A crystal's electrons have a continuous range of wave vectors, and a calculation samples them on a mesh. The k mesh gives the number of sample points along the short, middle and long edge of the cell. All rows below treat the same metallic cell, so every difference between them comes from this sampling. The cell holds one titanium and three aluminium atoms, slightly displaced at random, and its edges are 2.812, 4.642 and 4.935 Å.

Ansatz 0.2.0, r2SCAN with PAW potentials, for a four-atom TiAl3 cell with fixed atoms, without spin polarisation; plane-wave cutoff 500 eV, Gaussian smearing 0.1 eV. The k meshes are Gamma-centred, and the reference mesh is 10x6x6. Energies are extrapolated to zero smearing, pressure is positive in compression, and the force change is the largest over all atoms and axes.

| k mesh | energy less reference (meV per atom) | pressure less reference (GPa) | largest force change (eV/Å) | pressure (GPa) |
| --- | --- | --- | --- | --- |
| 1x1x1 | -1987.4 | -9.221 | 3.310 | -7.842 |
| 2x2x2 | -252.8 | -1.720 | 0.191 | -0.341 |
| 4x2x2 | 17.8 | 0.388 | 0.131 | 1.767 |
| 4x4x4 | 43.5 | 0.175 | 0.203 | 1.554 |
| 6x4x4 | -7.5 | -0.013 | 0.047 | 1.366 |
| 8x4x4 | 8.6 | 0.003 | 0.105 | 1.382 |

**1. Which mesh errs most, and in which direction?**

The 1x1x1 mesh does, in every column. It samples only the centre of wave-vector space, called Gamma. Its energy lies about 2 eV per atom below the reference and its pressure about 9 GPa below. With 2x2x2 the energy error shrinks to about an eighth, but at 253 meV per atom it is still large.

**2. What goes wrong at Gamma?**

Electrons in a metal push outwards because they move. At Gamma an electron wave must repeat exactly from cell to cell. If the electrons are pictured as free, each wave is then either uniform along an edge or fits at least one full wavelength into it. Along the short edge that wavelength would be only 2.8 Å, which costs a great deal of kinetic energy. The electrons therefore stay uniform in that direction and crowd into waves along the two longer edges.

If this is right, the push should be too weak along the short edge and too strong along the others. The stress from the same runs, positive in compression, bears this out. For 1x1x1 it is 102 GPa too low along the short edge, and 40 and 35 GPa too high along the middle and long ones. The pressure is the mean of the three, so its error of 9 GPa shows only a small part of the damage.

**3. Can the size of the energy error be estimated by hand?**

Treat the 13 valence electrons, four from titanium and three from each aluminium atom, as free, in a flat potential. One full wavelength along an edge $a$ costs

$$\varepsilon_a=\frac{\hbar^2}{2m}\left(\frac{2\pi}{a}\right)^2,\qquad \frac{\hbar^2}{2m}=3.81\ \mathrm{eV\,Å^2}.$$

This gives 6.98 eV for the middle edge, 6.18 eV for the long edge and 19 eV for the short one. Now fill from the bottom, two electrons to a wave:

- 2 electrons go into the uniform wave, at no cost.
- 4 go into waves along the middle edge and 4 into waves along the long edge.
- The last 3 go into waves that run along both, at about 13 eV each.

Seven electrons thus pay for the middle edge and seven for the long one, in total $7\times(6.98+6.18)=92.1$ eV. With complete sampling, free electrons at the density $n$ of 13 in 64.4 Å$^3$ fill up to $E_F=3.81\,(3\pi^2n)^{2/3}=12.55$ eV. Their mean energy is three fifths of that, so the total is $0.6\times13\times12.55=97.9$ eV. Gamma alone therefore misses 5.8 eV per cell, or about 1.4 eV for each of the four atoms.

The calculation gives 2.0 eV, so this estimate, which has no adjusted constant, finds the sign and most of the size. It is cruder than that suggests, because it overstates the stress error along each edge by a factor of 1.5 to 2. For 2x2x2 it yields only 34 meV per atom, about a seventh of the true error. The likely reason is what it leaves out: the pull of the atomic cores and the d electrons of titanium.

**4. Why can a denser mesh give a worse energy?**

The energy error grows from 18 to 44 meV per atom between 4x2x2 and 4x4x4, and it changes sign twice in the rows after that. In a metal, filled and empty states meet at a sharp boundary in wave-vector space, the Fermi surface. Each mesh point stands for a small box of wave vectors and gives the whole box a single filling, mostly close to full or to empty, even where the boundary cuts through it. A new mesh cuts the boundary elsewhere, so the error can fall on either side of zero.

The smearing of 0.1 eV softens this boundary only a little. Close to it, the energy of free electrons can change by several eV from one mesh point to the next, even on the 8x4x4 mesh. The flatter d bands take smaller steps. That the Fermi surface causes the scatter is standard theory for metals; the table shows the scatter itself.

**5. What changes if only the short edge gets more points?**

A short edge in real space means a long path in wave-vector space, so it needs more points for the same spacing. The 4x4x4 mesh looks even but is coarsest along the short edge. Going to 6x4x4 refines that direction alone and moves the energy by 51 meV per atom, from well above the reference to slightly below it. The next step, to 8x4x4, still moves it by 16 meV.

A useful measure is the number of points times the edge length. It is the size of the repeated crystal that the mesh imitates, and its smallest value over the three edges marks the weakest direction. For 4x4x4 this is 11 Å, along the short edge. For 8x4x4 it is 19 Å, now along the middle edge, so more points on the short edge alone would no longer cure the weakest direction.

**6. The pressure of 8x4x4 is off by only 0.003 GPa. Is it converged?**

The mean is close, but its parts are not. Against the reference, the stress is off by +1.6, −2.3 and +0.7 GPa along the short, middle and long edge, and these errors nearly cancel. The 6x4x4 mesh shows the same pattern. A relaxation of the cell shape follows the separate stresses and would feel errors that the pressure hides.

The forces give a similar warning. The largest force change rises from 0.047 to 0.105 eV/Å between 6x4x4 and 8x4x4. The latter is about 6 % of the largest force component in the reference run. So large a force means that the atoms are not at their resting places; near a relaxed structure, the same error would weigh far more.

**7. How fast does the energy error fall?**

For a sharp Fermi surface, theory gives an envelope within which the error swings. Counted from the highest filled level, the energy of the filled states rises to zero at the Fermi surface and stays zero beyond it. That is a kink, and sampling a kink leaves an error that falls as $1/L^2$, where $L$ is the length of the repeated crystal from question 5. Because the surface is curved, its parts do not swing in step, which brings a further factor $1/L$. The envelope thus falls as $1/L^3$: doubling the mesh in all three directions should cut it to an eighth.

A power law in the smallest $L$, fitted to the size of the energy error in all rows but 1x1x1, falls with an exponent of 2.7 ± 0.7. That agrees with the theory but doesn't prove it. An exponential decay, as expected for an insulator, fits these five scattered rows almost as well, as the output below shows. The cube law therefore rests on the argument, not on the fit.

**8. Which digits can be trusted?**

The table prints tenths of a meV, but the two finest meshes shown differ by 16 meV per atom. At that level of sampling, the energy of this cell is known to roughly 10 meV per atom relative to the reference, and the finer digits describe the mesh rather than the material.

The reference has an error of its own. Its smallest repeated length is $6\times4.642=27.9$ Å, against 18.6 Å for 8x4x4. If the cube law holds, the error of 8.6 meV shrinks to $8.6\times(18.6/27.9)^3\approx2.5$ meV per atom. This is a guess at the order of magnitude, since it starts from a single swinging value. Whether the reference is really that good is left open here; a run on a still denser mesh would test it.

Printed output of the fit:

```
Shortest repeat length (angstrom) and stress errors (GPa):
    row  length  short_axis  middle_axis  long_axis
  1x1x1   2.812        -102        39.51      34.81
  2x2x2   5.624      -0.671       -3.516     -0.972
  4x2x2   9.285      -0.485        2.926     -1.276
  4x4x4   11.25       3.214       -2.409     -0.278
  6x4x4   16.87       0.923       -1.731       0.77
  8x4x4   18.57       1.583       -2.261      0.688
Free-electron energy error, 1x1x1 (meV per atom): -1447
Free-electron energy error, 2x2x2 (meV per atom): -34.41
Free-electron pressure error, 1x1x1 (GPa): -9.601
Free-electron stress error along short axis, 1x1x1 (GPa): -162.3
Free-electron stress error along middle axis, 1x1x1 (GPa): 80.76
Free-electron stress error along long axis, 1x1x1 (GPa): 52.77
Free-electron band step between mesh points, 8x4x4 middle axis (eV): 4.679
Energy change 2x2x2 to 4x2x2 (meV per atom): 270.6
Energy change 4x2x2 to 4x4x4 (meV per atom): 25.7
Energy change 4x4x4 to 6x4x4 (meV per atom): -51
Energy change 6x4x4 to 8x4x4 (meV per atom): 16.1
Force change of 8x4x4 over largest reference force 1.704 eV/angstrom (percent): 6.162
Rough guess of reference error by inverse cube of length (meV per atom): 2.548
fit of log10(abs(err)) on 5 rows (n1 > 1): constant 4.313 +/- 0.73, coefficient of log10(len) -2.747 +/- 0.68; rms 0.222, worst 4x2x2 0.404, leave-one-out rms 0.373
  rows outside the fit (model, value, miss): 1x1x1 3.079, 3.298, -0.219
fit of log10(abs(err)) on 5 rows (n1 > 1): constant 2.686 +/- 0.43, coefficient of len -0.1028 +/- 0.032; rms 0.269, worst 4x2x2 0.482, leave-one-out rms 0.472
  rows outside the fit (model, value, miss): 1x1x1 2.397, 3.298, -0.901
```
